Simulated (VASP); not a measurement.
Wanted: the native input for a VASP 6.6.1 run.

* Task: single point
* Functional: PBE
* Potentials or basis: VASP PAW PBE potentials, release 64 (Cu, I)
* Cutoff: 520 eV
* k mesh: 6 × 6 × 6
* Occupations: gaussian, width 0.1 eV
* Spin: collinear spin, typed start
* Starting moments: [1.0, 0.0] μB
* Dipole correction: no
* Further INCAR settings: ALGO = Normal; EDIFF = 1e-06; NBANDS = 20

The structure of CuI (Marshite) lies in POSCAR:

```
CuI
1.0
    0.0000000000      3.0315000000      3.0315000000
    3.0315000000      0.0000000000      3.0315000000
    3.0315000000      3.0315000000      0.0000000000
Cu I
1 1
Direct
    0.2500000000      0.2500000000      0.2500000000
    0.0000000000      0.0000000000      0.0000000000
```

These files were run (other wordings do the same):

INCAR

```
SYSTEM = CuI
PREC     = Accurate       ! precision mode
ENCUT    = 520            ! plane-wave cutoff, eV
EDIFF    = 1E-6           ! SCF threshold, eV
ISMEAR   = 0              ! smearing method
SIGMA    = 0.1            ! smearing width, eV
LREAL    = .FALSE.        ! projectors in reciprocal space
LASPH    = .TRUE.         ! aspherical terms in the spheres
NELM     = 150            ! most SCF steps
ALGO     = Normal         ! electronic algorithm
ISIF     = 2              ! what is computed and relaxed
LWAVE    = .FALSE.        ! write WAVECAR
LCHARG   = .FALSE.        ! write CHGCAR
ISPIN    = 2              ! spin polarisation
MAGMOM   = 1 0            ! initial moments
LORBIT   = 11             ! projections on sites
LMAXMIX  = 4              ! l up to which the mixer works
GGA      = PE             ! functional
NBANDS   = 20             ! bands
```

KPOINTS

```
Automatic mesh
0
G
  6 6 6
  0 0 0
```

Potentials or basis: VASP PAW PBE potentials, release 64 (Cu, I).

Command:

```sh
$ cat potpaw_PBE.64/Cu/POTCAR potpaw_PBE.64/I/POTCAR > POTCAR
$ mpirun -np 1 vasp_std > vasp.out
```

It gave:

```yaml
Pressure: 0.4 GPa
Band_gap_on_the_k_mesh: 1.14 eV, direct
Net_moment: 0.00 μB per cell
Valence_electrons_inside_the_program's_atomic_spheres: Cu 9.92; I 4.31
```

Caveat: spin-orbit coupling is left out, which moves the levels of the heavy elements.

Wall time 25 s on 1 thread of Intel(R) Xeon(R) Platinum 8488C (Sapphire Rapids), with other jobs on the host, peak memory 0.21 GiB.
